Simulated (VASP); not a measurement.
# Al2O3 (P-6m2) in VASP: further runs

Runs on Al2O3. Level: PBE. Tasks: dielectric tensor.

Program: VASP 6.6.1. These are calculated values, not measurements. Logs are shortened: lines on timing, memory, paths and dates and some standing lists are left out, and cuts for length are marked.

## 1. Starting point

The structure is hexagonal, space group P-6m2 (No. 187). Conventional cell: a = 2.884 Å, b = 2.884 Å, c = 9.337 Å, α = 90.00°, β = 90.00°, γ = 120.00°. Al (site symmetry 3m) is surrounded by 3 O at 1.80 Å. O (site symmetry 3m) is surrounded by 3 Al at 1.80 Å. O (site symmetry -6m2) is surrounded by 6 Al at 2.18 Å.

Measurements of this composition are mostly on another form, of space group No. 167.

## 2. Dielectric tensor, PBE

Input file INCAR:

```
SYSTEM = Al2O3
  PREC = Accurate
  ENCUT = 400
  EDIFF = 1E-6
  ISMEAR = 0
  SIGMA = 0.01
  LREAL = .FALSE.
  LASPH = .TRUE.
  NELM = 100
  ALGO = Normal
  ISIF = 2
  LWAVE = .FALSE.
  LCHARG = .FALSE.
  GGA = PE
  LEPSILON = .TRUE.
```

Input file KPOINTS:

```
Automatic mesh
0
G
  10 10 3
  0 0 0
```

Input file POSCAR:

```
Al2O3
1.0
    2.8843249483      0.0000000000      0.0000000000
   -1.4421624742      2.4978986780      0.0000000000
    0.0000000000      0.0000000000      9.3367544600
Al O
2 3
Direct
    0.0000000000      0.0000000000      0.8500076700
    0.0000000000      0.0000000000      0.1499923300
    0.3333333333      0.6666666667      0.7776830800
    0.6666666667      0.3333333333      0.0000000000
    0.3333333333      0.6666666667      0.2223169200
```

Potentials or basis: VASP PAW PBE potentials, release 64 (Al, O).

The run is started by

```sh
cat potpaw_PBE.64/Al/POTCAR potpaw_PBE.64/O/POTCAR > POTCAR
mpirun -np 1 vasp_std > vasp.out
```

OUTCAR:

```text
SYSTEM = Al2O3
   PREC = Accurate
   ENCUT = 400
   EDIFF = 1E-6
   ISMEAR = 0
   LREAL = .FALSE.
   LASPH = .TRUE.
   NELM = 100
   ISIF = 2
   GGA = PE
   LEPSILON = .TRUE.

 Found     28 irreducible k-points:

 Following reciprocal coordinates:
            Coordinates               Weight
  0.000000  0.000000  0.000000      1.000000
  0.100000  0.000000  0.000000      6.000000
  0.200000  0.000000  0.000000      6.000000
  0.300000 -0.000000  0.000000      6.000000
  0.400000 -0.000000  0.000000      6.000000
  0.500000  0.000000  0.000000      3.000000
   k-points           NKPTS =     28   k-points in BZ     NKDIM =     28   number of bands    NBANDS=     16
   number of dos      NEDOS =    301   number of ions     NIONS =      5
   total plane-waves  NPLWV =  25600
   dimension x,y,z NGX =    20 NGY =   20 NGZ =   64
   dimension x,y,z NGXF=    40 NGYF=   40 NGZF=  128
   ions per type =               2   3
   NGX,Y,Z   is equivalent  to a cutoff of  11.53, 11.53, 11.40 a.u.
   NGXF,Y,Z  is equivalent  to a cutoff of  23.06, 23.06, 22.79 a.u.
 SYSTEM =  Al2O3
   PREC   = accura    normal or accurate (medium, high low for compatibility)
   ISTART =      0    job   : 0-new  1-cont  2-samecut
   ICHARG =      2    charge: 1-file 2-atom 10-const
   ISPIN  =      1    spin polarized calculation?
   LNONCOLLINEAR =      F non collinear calculations
   LSORBIT =      F    spin-orbit coupling
   LASPH  =      T    aspherical Exc in radial PAW
   ENCUT  =  400.0 eV  29.40 Ry    5.42 a.u.   4.70  4.70 15.23*2*pi/ulx,y,z
   NELM   =    100;   NELMIN=  2; NELMDL= -5     # of ELM steps
   EDIFF  = 0.1E-05   stopping-criterion for ELM
   LREAL  =      F    real-space projection
   EDIFFG = 0.1E-04   stopping-criterion for IOM
   NSW    =      0    number of steps for IOM
   IBRION =     -1    ionic relax: 0-MD 1-quasi-New 2-CG
   NFREE  =      0    steps in history (QN), initial steepest desc. (CG)
   ISIF   =      2    stress and relaxation
   ISYM   =      2    0-nonsym 1-usesym 2-fastsym
   POTIM  = 0.5000    time-step for ionic-motion
   TEBEG  =    0.0;   TEEND  =   0.0 temperature during run
   PSTRESS=    0.0 pullay stress
   NELECT =      24.0000    total number of electrons
   NUPDOWN=      -1.0000    fix difference up-down
   EMIN   =  10.00;   EMAX   =-10.00  energy-range for DOS
   EFERMI =   0.00;   METHOD = LEGACY
   ISMEAR =     0;   SIGMA  =   0.01  broadening in eV -4-tet -1-fermi 0-gaus
   EFERMI_NEDOS =   21; number of points for ismear=-14 and -15
   IALGO  =     38    algorithm
   IMIX   =      4    mixing-type and parameters
     AMIX     =   0.40;   BMIX     =  1.00
     AMIX_MAG =   1.60;   BMIX_MAG =  1.00
[... 171 lines left out ...]

  FREE ENERGIE OF THE ION-ELECTRON SYSTEM (eV)
  ---------------------------------------------------
  free  energy   TOTEN  =       -36.4511955577 eV

  energy  without entropy=      -36.4511955577  energy(sigma->0) =      -36.45119556

 HEAD OF MICROSCOPIC STATIC DIELECTRIC TENSOR (INDEPENDENT PARTICLE, excluding Hartree and local field effects)
 ------------------------------------------------------
           2.747583    -0.000000     0.000000
          -0.000000     2.747583    -0.000000
          -0.000000     0.000000     2.582474
 ------------------------------------------------------

 Free energy of the ion-electron system (eV)
  ---------------------------------------------------
  ---------------------------------------------------
  free energy    TOTEN  =        -0.34357436 eV

  energy without entropy =       -0.34357436

------------------------ aborting loop because EDIFF is reached ----------------------------------------

--------------------------------------- Ionic step        2  -------------------------------------------

------------------------ aborting loop because EDIFF is reached ----------------------------------------

--------------------------------------- Ionic step        3  -------------------------------------------

 Free energy of the ion-electron system (eV)
  ---------------------------------------------------
  ---------------------------------------------------
  free energy    TOTEN  =        -0.18957742 eV

  energy without entropy =       -0.18957742

------------------------ aborting loop because EDIFF is reached ----------------------------------------

 PIEZOELECTRIC TENSOR FIELD DIRECTION 3  (e Angst)
 -----------------------------------------------------------------------------
    -0.00013  0.00000 -0.00000           ( -0.00000  0.00000 -0.00000)
    -0.00000 -0.00013  0.00000           (  0.00000 -0.00000  0.00000)
    -0.00000  0.00000  0.00034           ( -0.00000  0.00000 -0.00000)

 PIEZOELECTRIC TENSOR FIELD DIRECTION 3  (C/m^2)
 -----------------------------------------------------------------------------
    -0.00003  0.00000 -0.00000
    -0.00000 -0.00003  0.00000
    -0.00000  0.00000  0.00008

 MACROSCOPIC STATIC DIELECTRIC TENSOR (including local field effects in DFT)
 ------------------------------------------------------
           2.685831    -0.000000     0.000000
          -0.000000     2.685831    -0.000000
           0.000000     0.000000     1.940095
 ------------------------------------------------------

 PIEZOELECTRIC TENSOR (including local field effects)  for field in x, y, z        (e  Angst)
          XX          YY          ZZ          XY          YZ          ZX
  --------------------------------------------------------------------------------
  x     0.00000    -0.00000     0.00000    -0.07378     0.00000     0.00000
  y    -0.07378     0.07378     0.00000    -0.00000     0.00000     0.00000
  z     0.00000     0.00000     0.00000    -0.00000     0.00000     0.00000

 PIEZOELECTRIC TENSOR (including local field effects)  for field in x, y, z        (C/m^2)
          XX          YY          ZZ          XY          YZ          ZX
  --------------------------------------------------------------------------------
  x     0.00000    -0.00000     0.00000    -0.01757     0.00000     0.00000
  y    -0.01757     0.01757     0.00000    -0.00000     0.00000     0.00000
  z     0.00000     0.00000     0.00000    -0.00000     0.00000     0.00000

 BORN EFFECTIVE CHARGES (including local field effects) (in |e|, cummulative output)
 ---------------------------------------------------------------------------------
 ion    1
    1     3.02265    -0.00000     0.00000
    2    -0.00000     3.02265     0.00000
    3     0.00000     0.00000     1.52037
 ion    2
    1     3.02265    -0.00000    -0.00000
    2    -0.00000     3.02265    -0.00000
    3     0.00000    -0.00000     1.52037
 ion    3
    1    -1.90258     0.00000    -0.00000
    2     0.00000    -1.90258     0.00000
    3    -0.00000    -0.00000    -0.91680
 ion    4
    1    -2.24015     0.00000     0.00000
    2     0.00000    -2.24015     0.00000
    3    -0.00000     0.00000    -1.20715
 ion    5
    1    -1.90258     0.00000     0.00000
    2     0.00000    -1.90258     0.00000
    3     0.00000     0.00000    -0.91680
```

OSZICAR:

```text
N       E                     dE             d eps       ncg     rms          rms(c)
DAV:   1     0.118825717561E+03    0.11883E+03   -0.11024E+04   896   0.109E+03
DAV:   2    -0.335550120712E+02   -0.15238E+03   -0.14802E+03  1144   0.269E+02
DAV:   3    -0.408146746054E+02   -0.72597E+01   -0.72494E+01  1176   0.707E+01
DAV:   4    -0.408800104724E+02   -0.65336E-01   -0.65323E-01  1232   0.699E+00
[... 12 lines left out ...]
RMM:   8    -0.189548976224E+00    0.47154E-03   -0.44114E-04  2060   0.328E-02    0.532E-03
RMM:   9    -0.189619365293E+00   -0.70389E-04   -0.76406E-04  2088   0.124E-02    0.249E-03
RMM:  10    -0.189593860579E+00    0.25505E-04   -0.20630E-04  2002   0.490E-03    0.574E-04
RMM:  11    -0.189576599704E+00    0.17261E-04   -0.49363E-05  1789   0.203E-03    0.359E-04
RMM:  12    -0.189577422918E+00   -0.82321E-06   -0.88573E-06  1254   0.734E-04    0.819E-05
```

It took 97 s on 1 thread of Intel Xeon 6975P-C (Granite Rapids), shared host; peak memory 0.28 GiB.

These settings aren't checked as converged: the numbers below hold their error.

Results:

| Quantity | Value |
| --- | --- |
| Band gap on the k mesh | 4.77 eV, indirect (least direct gap 5.01 eV) |
| Electronic dielectric tensor (diagonal) | 2.69, 2.69, 1.94 |
| Born charges (mean of the diagonal) | Al +2.52; O -1.57, -1.90 e |

Caveat: an odd mesh through Γ misses points on the zone boundary, where band edges often lie.

## 3. Dielectric tensor, PBE

INCAR, as its differences from that of step 2:

```diff
@@ -3,5 +3,5 @@
   ENCUT = 400
-  EDIFF = 1E-6
+  EDIFF = 1E-8
   ISMEAR = 0
-  SIGMA = 0.01
+  SIGMA = 0.1
   LREAL = .FALSE.
```

KPOINTS is that of step 2.

POSCAR is that of step 2.

Potentials or basis: VASP PAW PBE potentials, release 64 (Al, O).

The run is started by

```sh
cat potpaw_PBE.64/Al/POTCAR potpaw_PBE.64/O/POTCAR > POTCAR
mpirun -np 1 vasp_std > vasp.out
```

OUTCAR:

```text
SYSTEM = Al2O3
   PREC = Accurate
   ENCUT = 400
   EDIFF = 1E-8
   ISMEAR = 0
   LREAL = .FALSE.
   LASPH = .TRUE.
   NELM = 100
   ISIF = 2
   GGA = PE
   LEPSILON = .TRUE.

 Found     28 irreducible k-points:

 Following reciprocal coordinates:
            Coordinates               Weight
  0.000000  0.000000  0.000000      1.000000
  0.100000  0.000000  0.000000      6.000000
  0.200000  0.000000  0.000000      6.000000
  0.300000 -0.000000  0.000000      6.000000
  0.400000 -0.000000  0.000000      6.000000
  0.500000  0.000000  0.000000      3.000000
   k-points           NKPTS =     28   k-points in BZ     NKDIM =     28   number of bands    NBANDS=     16
   number of dos      NEDOS =    301   number of ions     NIONS =      5
   total plane-waves  NPLWV =  25600
   dimension x,y,z NGX =    20 NGY =   20 NGZ =   64
[... 263 lines left out ...]
 ------------------------------------------------------

 PIEZOELECTRIC TENSOR (including local field effects)  for field in x, y, z        (e  Angst)
          XX          YY          ZZ          XY          YZ          ZX
  --------------------------------------------------------------------------------
  x     0.00000    -0.00000    -0.00000    -0.07380     0.00000     0.00000
  y    -0.07380     0.07380     0.00000    -0.00000     0.00000     0.00000
  z     0.00000     0.00000     0.00000     0.00000     0.00000     0.00000

 PIEZOELECTRIC TENSOR (including local field effects)  for field in x, y, z        (C/m^2)
          XX          YY          ZZ          XY          YZ          ZX
  --------------------------------------------------------------------------------
  x     0.00000    -0.00000    -0.00000    -0.01758     0.00000     0.00000
  y    -0.01758     0.01758     0.00000    -0.00000     0.00000     0.00000
  z     0.00000     0.00000     0.00000     0.00000     0.00000     0.00000

 BORN EFFECTIVE CHARGES (including local field effects) (in |e|, cummulative output)
 ---------------------------------------------------------------------------------
 ion    1
    1     3.02267    -0.00000     0.00000
    2    -0.00000     3.02267     0.00000
    3    -0.00000     0.00000     1.52034
 ion    2
    1     3.02267    -0.00000    -0.00000
    2    -0.00000     3.02267    -0.00000
    3     0.00000     0.00000     1.52034
 ion    3
    1    -1.90259     0.00000    -0.00000
    2     0.00000    -1.90259     0.00000
    3     0.00000     0.00000    -0.91681
 ion    4
    1    -2.24017     0.00000     0.00000
    2     0.00000    -2.24017     0.00000
    3    -0.00000    -0.00000    -1.20707
 ion    5
    1    -1.90259     0.00000     0.00000
    2     0.00000    -1.90259     0.00000
    3     0.00000     0.00000    -0.91681
```

stdout:

```text
POSCAR found type information on POSCAR AlO
 POSCAR found :  2 types and       5 ions
 scaLAPACK will be used
 LDA part: xc-table for (Slater+PW92), standard interpolation
 POSCAR, INCAR and KPOINTS ok, starting setup
 FFT: planning ... GRIDC
 FFT: planning ... GRID_SOFT
 FFT: planning ... GRID
 WAVECAR not read
 entering main loop
 Linear response reoptimize wavefunctions to high precision
 Linear response G [H, r] |phi>, progress :
  Direction:   1
 Linear response G [H, r] |phi>, progress :
  Direction:   2
 Linear response G [H, r] |phi>, progress :
  Direction:   3
 Linear response to external field (no local field effect), progress :
  Direction:   1
 dielectric tensor                  component  1 :     2.542    -0.465    -0.003
 Linear response to external field (no local field effect), progress :
  Direction:   2
 dielectric tensor                  component  2 :    -0.465     2.953    -0.003
 Linear response to external field (no local field effect), progress :
  Direction:   3
 dielectric tensor                  component  3 :    -0.003    -0.003     2.582
 Linear response to external field, progress :
  Direction:   1
 dielectric tensor                  component  1 :     2.686     0.000     0.001
 Linear response to external field, progress :
  Direction:   2
 dielectric tensor                  component  2 :    -0.174     2.686    -0.003
 Linear response to external field, progress :
  Direction:   3
 dielectric tensor                  component  3 :    -0.002    -0.004     1.940
 Born effective charges drift removed
```

It took 1.8 min on 1 thread of Intel Xeon 6975P-C (Granite Rapids), shared host; peak memory 0.28 GiB.

These settings aren't checked as converged: the numbers below hold their error.

Results:

| Quantity | Value |
| --- | --- |
| Band gap on the k mesh | 4.77 eV, indirect (least direct gap 5.01 eV) |
| Electronic dielectric tensor (diagonal) | 2.69, 2.69, 1.94 |
| Born charges (mean of the diagonal) | Al +2.52; O -1.57, -1.90 e |

Caveat: an odd mesh through Γ misses points on the zone boundary, where band edges often lie.

(Part 1 of 2 ends here.)
